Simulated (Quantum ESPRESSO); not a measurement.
Here is a Quantum ESPRESSO 7.5 calculation.

The input pw.in:

```
&CONTROL
  calculation = 'vc-relax'
  prefix = 'pwscf'
  outdir = './tmp'
  pseudo_dir = './pseudo'
  tprnfor = .true.
  tstress = .true.
  disk_io = 'low'
  nstep = 40
  forc_conv_thr = 0.0004
  etot_conv_thr = 1d-05
/
&SYSTEM
  ibrav = 0
  nat = 2
  ntyp = 2
  ecutwfc = 56
  ecutrho = 448
  nbnd = 22
  occupations = 'smearing'
  smearing = 'fd'
  degauss = 0.00367493
  vdw_corr = 'grimme-d3'
  dftd3_version = 3
/
&ELECTRONS
  conv_thr = 4d-10
  electron_maxstep = 120
  mixing_beta = 0.5
/
&IONS
  ion_dynamics = 'bfgs'
/
&CELL
  cell_dynamics = 'bfgs'
  press = 0
  press_conv_thr = 0.3
/
ATOMIC_SPECIES
Au   196.9666 au_pbesol_v1.uspp.F.UPF
Cu    63.5460 cu_pbesol_v1.2.uspp.F.UPF
CELL_PARAMETERS bohr
   5.3115466753    0.0000000000    0.0000000000
   0.0000000000    5.3115466753    0.0000000000
   0.0000000000    0.0000000000    6.9636407692
ATOMIC_POSITIONS bohr
Au     0.0000000000    0.0000000000    0.0000000000
Cu     2.6557733376    2.6557733376    3.4818203846
K_POINTS automatic
9 9 7 0 0 0
```

Potentials or basis: GBRV 1.5 PBEsol.

Run with:

```sh
$ OMP_NUM_THREADS=1 mpirun -n 2 pw.x -nk 2 -in pw.in > pw.out
```

(1) Estimate the relaxed volume.

(2) Predict the relaxed cell.

(3) Estimate the band gap on the k mesh.

(4) What does it give for the space group after relaxing (to 0.05 Å)?

Results:

(1) 13.96 Å³/atom.

(2) a = 2.758 Å, b = 2.758 Å, c = 3.672 Å, α = 90.00°, β = 90.00°, γ = 90.00°.

(3) none (metal or under the smearing width).

(4) P4/mmm (No. 123).

Caveat: pairwise dispersion overbinds metals, which lowers pressure and volume.
